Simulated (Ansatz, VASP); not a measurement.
One calculation of P, two programs

Contents of POSCAR:

```
P
1.0
   -1.9632750920      1.9632750920      1.9632750920
    1.9632750920     -1.9632750920      1.9632750920
    1.9632750920      1.9632750920     -1.9632750920
P
1
Direct
    0.0000000000      0.0000000000      0.0000000000
```

The input INCAR.step1:

```
SYSTEM = P
PREC     = Accurate       ! precision mode
ENCUT    = 520            ! plane-wave cutoff, eV
ISMEAR   = 0              ! smearing method
SIGMA    = 0.1            ! smearing width, eV
LREAL    = .FALSE.        ! projectors in reciprocal space
LASPH    = .TRUE.         ! aspherical terms in the spheres
NELM     = 60             ! most SCF steps
NBANDS   = 8              ! bands
GGA      = PE             ! functional
ALGO     = Normal         ! electronic algorithm
EDIFF    = 1E-4           ! SCF threshold, eV
LWAVE    = .TRUE.         ! write WAVECAR
LCHARG   = .FALSE.        ! write CHGCAR
```

The input INCAR.step2:

```
SYSTEM = P
PREC     = Accurate       ! precision mode
ENCUT    = 520            ! plane-wave cutoff, eV
EDIFF    = 1E-7           ! SCF threshold, eV
ISMEAR   = 0              ! smearing method
SIGMA    = 0.1            ! smearing width, eV
LREAL    = .FALSE.        ! projectors in reciprocal space
LASPH    = .TRUE.         ! aspherical terms in the spheres
NELM     = 60             ! most SCF steps
ALGO     = Normal         ! electronic algorithm
ISIF     = 2              ! what is computed and relaxed
LWAVE    = .FALSE.        ! write WAVECAR
LCHARG   = .TRUE.         ! write CHGCAR
METAGGA  = R2SCAN         ! meta-GGA
LMIXTAU  = .TRUE.       
LELF     = .TRUE.         ! ELF
LVHAR    = .TRUE.       
NBANDS   = 8              ! bands
ISTART   = 1
```

File KPOINTS:

```
regular mesh
0
G
  6 6 6
  0 0 0
```

Input for Ansatz:

```yaml
crystal:
  lattice:
    - [-1.963275092, 1.963275092, 1.963275092]
    - [1.963275092, -1.963275092, 1.963275092]
    - [1.963275092, 1.963275092, -1.963275092]
  atoms:
    - { symbol: P, position: [0.0, 0.0, 0.0] }
basis:
  ecutwfc: 500
kpoints:
  mp_grid: { grid: [6, 6, 6] }
hamiltonian:
  xc: r2scan
scf:
  occupations: { method: gaussian, width: 0.1 }
  lower_state_search: "off"
output:
  forces: true
  stress: true
  eigenvalues: true
```

Alike in both runs: task single point; functional r2SCAN; k mesh 6 × 6 × 6; occupations gaussian, width 0.1 eV; no spin polarisation.

```csv
,VASP,Ansatz
version,VASP 6.6.1,Ansatz 0.2.0
potentials or method,"VASP PAW PBE potentials, release 64 (P)","scalar-relativistic, plane waves, PAW"
plane-wave cutoff (eV),520,500
valence electrons in the cell,5,5
```

```tsv
	VASP	Ansatz	Ansatz less VASP
gap on the k mesh at the Fermi level (eV)	none	none	-
pressure (GPa)	-16.4	-16.4	+0.01
```

A gap of «none» marks a metal or a gap that the smearing closes. With one functional, cell and mesh, what is left measures potentials, basis and numerics.

Caveats: the k mesh is coarse (spacing up to 0.38 Å⁻¹), so the values aren't converged; so large a pressure means that the cell lies far from this level's equilibrium, or that cutoff or potentials fall short (VASP); the potentials were made for another functional, which shifts forces and pressure (VASP).
